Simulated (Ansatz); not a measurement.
# Zr3Si2: the cost of one run

Method: DFT PBE, scalar-relativistic, plane waves, PAW, in Ansatz 0.2.0.

## Step 1: Starting point

It takes space group Cmmm (No. 65, orthorhombic). The conventional cell has a = 4.176 Å, b = 5.009 Å, c = 9.312 Å, α = 90.00°, β = 90.00°, γ = 90.00°. Zr (site symmetry mm2) is surrounded by 1 Si at 2.28 Å and 1 Zr at 2.38 Å. Around Zr (site symmetry mmm) lie 2 Zr at 2.38 Å. Si (site symmetry mmm) is surrounded by 2 Si at 2.09 Å and 2 Zr at 2.28 Å. Si (site symmetry mmm) is surrounded by 2 Si at 2.09 Å.

Coordinates:

```cif
data_structure
_symmetry_space_group_name_H-M 'P 1'
_symmetry_Int_Tables_number 1
_cell_length_a 3.2607
_cell_length_b 3.2607
_cell_length_c 9.3125
_cell_angle_alpha 90.000
_cell_angle_beta 90.000
_cell_angle_gamma 100.356
_cell_volume 97.40
loop_
_atom_site_label
_atom_site_type_symbol
_atom_site_fract_x
_atom_site_fract_y
_atom_site_fract_z
_atom_site_occupancy
Zr1 Zr 0.50000 0.50000 0.24480 1
Zr2 Zr 0.50000 0.50000 0.75520 1
Zr3 Zr 0.50000 0.50000 0.50000 1
Si1 Si 0.50000 0.50000 0.00000 1
Si2 Si 0.00000 0.00000 0.00000 1
```

The cell is invented: random cell by space group and Wyckoff sites (Cmmm, No. 65). The dimensions are guesses.

## Step 2: The guess as it stands, on a coarse mesh

File input.yaml:

```yaml
crystal:
  lattice:
    - [2.08819609, -2.50435343, 0.0]
    - [2.08819609, 2.50435343, 0.0]
    - [0.0, 0.0, 9.31249648]
  atoms:
    - { symbol: Zr, position: [0.5, 0.5, 0.24480318] }
    - { symbol: Zr, position: [0.5, 0.5, 0.75519682] }
    - { symbol: Zr, position: [0.5, 0.5, 0.5] }
    - { symbol: Si, position: [0.5, 0.5, 0.0] }
    - { symbol: Si, position: [0.0, 0.0, 0.0] }
basis:
  ecutwfc: 420
kpoints:
  mp_grid: { grid: [6, 6, 2] }
hamiltonian:
  xc: pbe
scf:
  occupations: { method: gaussian, width: 0.1 }
  lower_state_search: "off"
output:
  forces: true
  stress: true
  eigenvalues: true
```

The run is started by

```console
ansatz run input.yaml --threads 1 --pin off --max-ram 2560MiB --backend cpu --events-out ev --progress --plain --runs-dir out
```

Q: Estimate wall time and peak memory on 1 thread of AMD EPYC 7R43 (Zen 3), shared host.

About 4.2 s, with a peak of 0.41 GiB.
